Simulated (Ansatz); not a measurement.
# CoO (P-6m2) in Ansatz: notebook, part 2 of 2

Ansatz 0.2.0.

### 5 Single point, LDA+U, collinear spin, program default start

File input.yaml:

```yaml
crystal:
  lattice:
    - [2.85629923, 0.0, 0.0]
    - [-1.42814961, 2.47362769, 0.0]
    - [0.0, 0.0, 2.78760653]
  atoms:
    - { symbol: Co, position: [0.0, 0.0, 0.0] }
    - { symbol: O, position: [0.6666666667, 0.3333333333, 0.5] }
hamiltonian:
  xc: lda
  pseudopotentials: { kind: paw }
  hubbard: { sites: [{ species: Co, l: d, u_eff: 6.0 }] }
magnetization:
  spin_polarized: true
kpoints:
  mp_grid: { grid: [8, 8, 7] }
scf:
  occupations: { method: gaussian, width: 0.05 }
output:
  forces: true
  stress: true
  eigenvalues: true
  write_density: true
  write_potential: true
  elf: true
  volumetric_format: npy
```

Potentials or basis: Ansatz PAW.

On the command line:

```console
> ansatz run input.yaml --threads 2 --pin off --max-ram 5632MiB --backend cpu --events-out ev --progress --plain --runs-dir out
```

Standard output:

```text
Warning: RAYON_NUM_THREADS=2 ignored (pool sized by the plan → 2); use --threads N
Co: projections on atomic orbitals take those of the free atom [Ne] 3s2 3p6 3d7 4s2, of charge +0.00 (hamiltonian.pseudopotentials.projection_atoms); the dataset's partial waves leave at most 1.4e-6 of an orbital's norm unspanned inside its sphere
O: projections on atomic orbitals take those of the free atom [He] 2s2 2p4, of charge +0.00 (hamiltonian.pseudopotentials.projection_atoms); the dataset's partial waves leave at most 1.9e-8 of an orbital's norm unspanned inside its sphere
band count auto-derived: 17 (N_el = 23.0; filled up to band 12; 16 by the electrons, moments and atoms)
Engine: ansatz 0.2.0, aarch64-unknown-linux-gnu
Pseudopotentials: kind: paw
Pseudopotential: Co, paw, valence charge 17, recommended cutoff 420 eV (normal), Co.paw.azcp
Pseudopotential: O, paw, valence charge 6, recommended cutoff 420 eV (normal), O.paw.azcp
Functional definition: SPW92
  exchange = slater_x
  correlation = pw_c
Crystal: 2 atoms, lattice volume = 19.696 Å³
Basis set: ecut = 420 eV, 405 PW (Γ)
Bands: 17, of which v1, the nominal top of the filled ones, is band 12 counted from 1 (11 counted from 0)
Symmetry: 12 space group operations
Space group: P-6m2 (ITA 187), of the structure as read, at distance tolerance 2.7e-5 Å
k-points: 40 of 448 (time reversal used)
Non-local potential: Co, projectors of the file, l = 0: 3, l = 1: 2, l = 2: 3, l = 3: 1
Non-local potential: O, projectors of the file, l = 0: 2, l = 1: 2, l = 2: 1
PAW form: soft (Blöchl's): semilocal exchange-correlation on the pseudo side does not see the compensation charge
PAW frozen core: Co, regenerated for the run's functional, and the local potential with it (the file was generated under x = pbe(κ = 0.804, μ = 0.2195149727645171), c = pbe(β = 0.06672455060314922))
PAW frozen core: O, regenerated for the run's functional, and the local potential with it (the file was generated under x = pbe(κ = 0.804, μ = 0.2195149727645171), c = pbe(β = 0.06672455060314922))
[... 101 lines left out ...]
  E_kinetic    = 614.917752
  E_local      = -3481.175279  (includes V_loc(G=0)·N_el)
  E_nonlocal   = 518.899333
  E_hartree    = 1421.180906
  E_xc         = -225.568527
  E_vxc        = -291.902619  (∫ρ·V_xc dr)
  E_hubbard    = 0.933751  (on-site DFT+U / exact-exchange correction)
  E_vhub       = -19.870345  (the Hubbard potential's part of the band-sum identity)
  E_paw        = -1600.763131  (= ΣΔE_a)
  E_vpaw       = -525.768083  (= ΣTr[D̂ρ^β])
  E_aug_tail   = 0.002398  (compensation charges beyond the density's cutoff)
  E_ewald      = -2863.326052
  E_core_change = 0.515172  (= ΣΔE_core)
  E_smearing   = -0.000000  (= −TS)
  E_closure    = -0.000000  (closes the sum)
  Σ components = -5614.383678   (vs F -5614.383678, Δ=0.00e0)
--- Forces (eV/Å), atoms counted from 1 ---
  atom   1  Co     0.00000000     0.29785331     0.00000000
  atom   2  O     -0.00000000    -0.29785279     0.00000000
  max |Σ_I F_I| component: 5.25e-7 eV/Å
--- Stress (GPa, compression-positive) ---
        0.111710      -0.000000       0.000000
       -0.000000      -3.193601       0.000000
        0.000000       0.000000     -21.274195
  P = ⅓ Tr σ = -8.1187 GPa (-81.187 kbar)
--- Band table (eV; the first three rows and the last of 168) ---
  k-point 0 ↑: bands = ["-83.6527", "-47.4020", "-47.2863", "-47.1602", "-6.2559", "5.4508", "5.9629", "6.2092", "6.7890", "6.8413", "10.0341", "11.7128", "11.9051", "13.4742", "27.2093", "28.6758", "28.7331"]
  k-point 1 ↑: bands = ["-83.6521", "-47.4012", "-47.2855", "-47.1697", "-6.0780", "5.5194", "5.8338", "6.2510", "6.6455", "6.7458", "9.1608", "11.7519", "11.9211", "14.6088", "26.1076", "29.1390", "29.1923"]
  k-point 2 ↑: bands = ["-83.6511", "-47.3996", "-47.2838", "-47.1906", "-5.6385", "5.1005", "5.6947", "6.2133", "6.3382", "6.6919", "8.5121", "11.8069", "11.9222", "16.5078", "23.6164", "30.4937", "30.5371"]
  k-point 83 ↓: bands = ["-80.5404", "-44.3677", "-44.3355", "-44.1986", "-3.9674", "6.5049", "8.0822", "9.1268", "9.4817", "10.5903", "15.3126", "15.7430", "16.5558", "19.2353", "22.7385", "25.3173", "27.4274"]
Occupation matrices written to <dir>
```

rho_z.tsv:

```text
# z_ang	rho[e/angstrom^3]	rho_spin[e/angstrom^3]
# format = ansatz-planar-average/11
# lattice	2.856299228	-0.000000003	0.000000000
# lattice	-1.428149611	2.473627693	0.000000000
# lattice	0.000000000	0.000000000	2.787606530
# sites	2
# site	27	-0.000000000	0.000000000	0.000000000
# site	8	1.428149615	0.824542563	1.393803265
0.000000	3.242225e0	5.084333e-1
0.139380	2.760425e0	4.623183e-1
0.278761	1.795016e0	3.352775e-1
0.418141	1.025460e0	1.934459e-1
0.557521	6.189741e-1	9.707962e-2
0.696902	4.700177e-1	4.613434e-2
[... 12 lines left out ...]
2.508846	1.795016e0	3.352775e-1
2.648226	2.760425e0	4.623183e-1
```

v_z.tsv:

```text
# z_ang	v_es[eV]	v_tot_up[eV]	v_tot_dn[eV]
# format = ansatz-planar-average/11
# xc	lda
# density_cutoff_ev	1680
# datasets	Co=:simpson_from_first_knot:soft:shift=-1733228	O=:simpson_from_first_knot:soft:shift=-566719
# lattice	2.856299228	-0.000000003	0.000000000
# lattice	-1.428149611	2.473627693	0.000000000
# lattice	0.000000000	0.000000000	2.787606530
# sites	2
# site	27	-0.000000000	0.000000000	0.000000000
# site	8	1.428149615	0.824542563	1.393803265
0.000000	-2.941071e0	-1.721261e1	-1.680609e1
0.139380	-2.342489e0	-1.640344e1	-1.592348e1
0.278761	-5.228139e-1	-1.403781e1	-1.339588e1
0.418141	2.337999e0	-1.050513e1	-9.751171e0
0.557521	5.821516e0	-6.452613e0	-5.747947e0
0.696902	8.926070e0	-3.042485e0	-2.521800e0
[... 12 lines left out ...]
2.508846	-5.228139e-1	-1.403781e1	-1.339588e1
2.648226	-2.342489e0	-1.640344e1	-1.592348e1
```

It took 43 s on 2 threads of Arm Neoverse V1, shared host; peak memory 0.55 GiB.

What came out:

- Free energy: -5614.3837 eV
- Pressure: -8.1 GPa
- Largest force: 0.298 eV/Å
- Band gap on the k mesh: 0.83 eV, direct
- Net moment: 3.00 μB per cell
- Absolute moment: 3.00 μB per cell
- Site moments: Co +2.61; O +0.21 μB

Forces on the atoms (eV/Å):
```
Co   0.000  0.298  0.000
O    0.000 -0.298  0.000
```

Levels at points of the mesh, in eV from the valence-band top:
Spin up:
| k point | band 10 | band 11 | band 12 | band 13 | band 14 | band 15 | band 16 | band 17 |
| --- | --- | --- | --- | --- | --- | --- | --- | --- |
| (0.00, 0.00, 0.00) | -5.80 | -2.61 | -0.93 | -0.74 | 0.83 | 14.56 | 16.03 | 16.09 |
| (0.00, -0.50, 0.00) | -5.02 | -4.01 | -2.43 | -0.68 | 5.47 | 8.77 | 14.65 | 16.67 |
| (-0.50, 0.00, 0.00) | -5.61 | -3.74 | -2.50 | -0.67 | 5.49 | 8.80 | 14.73 | 16.60 |
Spin down:
| k point | band 8 | band 9 | band 10 | band 11 | band 12 | band 13 |
| --- | --- | --- | --- | --- | --- | --- |
| (0.00, 0.00, 0.00) | -2.22 | -2.04 | 0.00 | 1.49 | 2.70 | 2.72 |
| (0.00, -0.50, 0.00) | -3.21 | -2.52 | -1.80 | 2.14 | 2.54 | 3.59 |
| (-0.50, 0.00, 0.00) | -2.52 | -2.41 | -1.97 | 2.53 | 2.91 | 3.61 |

Eigenvalues of the final occupation matrices:
```tsv
site	spin	trace	eigenvalues
site 1	1	4.98	0.99 1.00 1.00 1.00 1.00
site 1	2	2.26	0.06 0.11 0.12 0.98 0.99
```

Caveat: the magnetic or orbital state may not be the lowest; odd divisions of the mesh miss points on the zone boundary, where band edges often lie, so the gap on the mesh can be too wide; the pressure holds a Pulay correction of +0.9 GPa for the finite cutoff; a cell with one magnetic atom can't hold antiferromagnetic order, which such compounds often take; the PAW data sets come from PBE, with cores solved anew for the run's functional, which leaves a small shift of forces and pressure. The state reached can hang on the start; a lower one may exist.

### 6 The runs side by side

```csv
level,spin,U,fixed moment (μB),gap on the mesh (eV),pressure (GPa),moment (μB),largest force (eV/Å)
LDA+U,"collinear, random start",Co d U = 7 eV,-,0.90,-6.6,3.00,0.29
PBE+U,"collinear, program default start",Co d U = 4 eV,-,0.73,5.3,3.00,0.30
LDA+U,"collinear, program default start",Co d U = 6 eV,0,-,-15.6,0.00,0.24
LDA+U,"collinear, program default start",Co d U = 6 eV,-,0.83,-8.1,3.00,0.30
```

Alike in all rows: task single point; potentials or basis Ansatz PAW; cell as given; k mesh 8 × 8 × 7; cutoff (eV) 420; smearing gaussian 0.05 eV.

On the cell as given the gap runs from 0.73 eV (PBE+U) to 0.90 eV (LDA+U). The pressure there spans -15.6 GPa (LDA+U) to 5.3 GPa (PBE+U); a positive pressure means that this level wants a larger cell, a negative one a smaller.

Caveats: the magnetic or orbital state may not be the lowest; odd divisions of the mesh miss points on the zone boundary, where band edges often lie, so the gap on the mesh can be too wide (some runs); a cell with one magnetic atom can't hold antiferromagnetic order, which such compounds often take (some runs); the PAW data sets come from PBE, with cores solved anew for the run's functional, which leaves a small shift of forces and pressure (some runs); the total moment is fixed, so each spin has its own Fermi level (some runs); the thresholds are loose for stress (some runs).

Total energies depend on the potentials used, so only differences within one code and one set of settings carry meaning.
